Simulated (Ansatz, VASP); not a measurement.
# NaH: VASP beside Ansatz

The input INCAR:

```
  PREC = Accurate
  ENCUT = 520
  EDIFF = 1E-7
  ISMEAR = 0
  SIGMA = 0.01
  LREAL = False
  LASPH = True
  NELM = 100
  ALGO = Normal
  ISIF = 2
  LWAVE = False
  LCHARG = True
  GGA = PS
  LELF = True
  LVHAR = True
  NBANDS = 11
```

File KPOINTS:

```
Automatic mesh
0
Gamma
  8 8 8
```

POSCAR

```
NaH
1.0
    0.0000000000      2.3956768556      2.3956768556
    2.3956768556      0.0000000000      2.3956768556
    2.3956768556      2.3956768556      0.0000000000
Na H
1 1
Direct
    0.0000000000      0.0000000000      0.0000000000
    0.5000000000      0.5000000000      0.5000000000
```

Input for Ansatz:

```yaml
crystal:
  lattice:
    - [0.0, 2.39567685562, 2.39567685562]
    - [2.39567685562, 0.0, 2.39567685562]
    - [2.39567685562, 2.39567685562, 0.0]
  atoms:
    - { symbol: Na, position: [0.0, 0.0, 0.0] }
    - { symbol: H, position: [0.5, 0.5, 0.5] }
kpoints:
  mp_grid: { grid: [8, 8, 8] }
scf:
  occupations: { method: fixed }
hamiltonian:
  xc: pbesol
  pseudopotentials: { kind: paw }
output:
  forces: true
  stress: true
  eigenvalues: true
  eigenstates:
    nscf_kmesh: { grid: [14, 14, 14] }
    de_dk: true
    e_range: [-4, 7.606686659829]
  optics:
    e_range: [0, 25]
    de: 0.2
    sigma: 0.1
    bands: { spectra_wanted_up_to: 25 }
    nscf_kmesh: { grid: [14, 14, 14] }
checkpoint:
  write: ck
  write_wavefunctions: false
```

Alike in both runs: task single point; functional PBEsol; k mesh 8 × 8 × 8; no spin polarisation.

|  | VASP | Ansatz |
| --- | --- | --- |
| version | VASP 6.6.1 | Ansatz 0.2.0 |
| potentials or method | VASP PAW PBE potentials, release 64 (Na_pv, H) | PAW with Ansatz's default frozen-core files, scalar-relativistic |
| plane-wave cutoff (eV) | 520 | 420 |
| occupations | gaussian, width 0.01 eV | fixed |
| valence electrons in the cell | 8 | 10 |

|  | VASP | Ansatz | Ansatz less VASP |
| --- | --- | --- | --- |
| gap on the k mesh at the Fermi level (eV) | 3.60 | 3.61 | +0.002 |
| pressure (GPa) | 0.0 | 0.0 | +0.01 |

The two sets of potentials don't hold the same shells in valence.

Caveats: the PAW data sets were made with another functional, which shifts forces and pressure a little (VASP). A k mesh can miss the band edges. Expect the measured gap to be larger: semilocal functionals such as PBEsol lack the derivative discontinuity.
